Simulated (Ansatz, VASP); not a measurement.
# Two plane-wave programs on SiGe

INCAR

```
SYSTEM = SiGe
PREC = Accurate
ENCUT = 520
EDIFF = 1E-7
ISMEAR = 0
SIGMA = 0.03
LREAL = .FALSE.
LASPH = .TRUE.
NELM = 80
ALGO = Normal
ISIF = 2
LWAVE = .FALSE.
LCHARG = .FALSE.
GGA = PS
NBANDS = 26
```

KPOINTS

```
Automatic mesh
0
G
  12 12 6
  0 0 0
```

The input POSCAR:

```
SiGe
1.0
    3.9005968931      0.0000000000      0.0000000000
   -1.9502984466      3.3780159994      0.0000000000
    0.0000000000      0.0000000000      6.4433927721
Si Ge
2 2
Direct
    0.6666666667      0.3333333333      0.8745463420
    0.3333333333      0.6666666667      0.3745463420
    0.6666666667      0.3333333333      0.5411920649
    0.3333333333      0.6666666667      0.0411920649
```

Input for Ansatz:

```yaml
crystal:
  lattice:
    - [3.9005968931, 0.0, 0.0]
    - [-1.9502984466, 3.3780159994, 0.0]
    - [0.0, 0.0, 6.4433927721]
  atoms:
    - { symbol: Si, position: [0.6666666667, 0.3333333333, 0.874546342] }
    - { symbol: Si, position: [0.3333333333, 0.6666666667, 0.374546342] }
    - { symbol: Ge, position: [0.6666666667, 0.3333333333, 0.5411920649] }
    - { symbol: Ge, position: [0.3333333333, 0.6666666667, 0.0411920649] }
basis:
  ecutwfc: 420
kpoints:
  mp_grid: { grid: [12, 12, 6] }
hamiltonian:
  xc: pbesol
scf:
  occupations: { method: gaussian, width: 0.03 }
output:
  forces: true
  stress: true
  eigenvalues: true
```

Change from the starting cell: all Ge atoms moved +0.263 Å, as atom 3 along Cartesian [0 0 1].

Alike in both runs: task single point; functional PBEsol; k mesh 12 × 12 × 6; occupations gaussian, width 0.03 eV; no spin polarisation.

```csv
,VASP,Ansatz
version,VASP 6.6.1,Ansatz 0.2.0
potentials or method,"VASP PAW PBE potentials, release 64 (Si, Ge_d)","scalar-relativistic, plane waves, PAW"
plane-wave cutoff (eV),520,420
valence electrons in the cell,36,36
```

VASP gave:

```
gap on the k mesh at the Fermi level (eV)       : none
pressure (GPa)                                  : 2.5
largest component of the traceless stress (GPa) : 14.58
rms of the force components (eV/Å)              : 2.503
```

Question: Estimate Ansatz's values.

Answer: gap on the k mesh at the Fermi level (eV): none; pressure (GPa): 2.6; largest component of the traceless stress (GPa): 14.65; rms of the force components (eV/Å): 2.510.

Atom by atom the forces differ by 0.008 eV/Å (rms over components). A gap of «none» marks a metal or a gap that the smearing closes.

Caveats: the PAW data sets were made with another functional, which shifts forces and pressure a little (VASP).
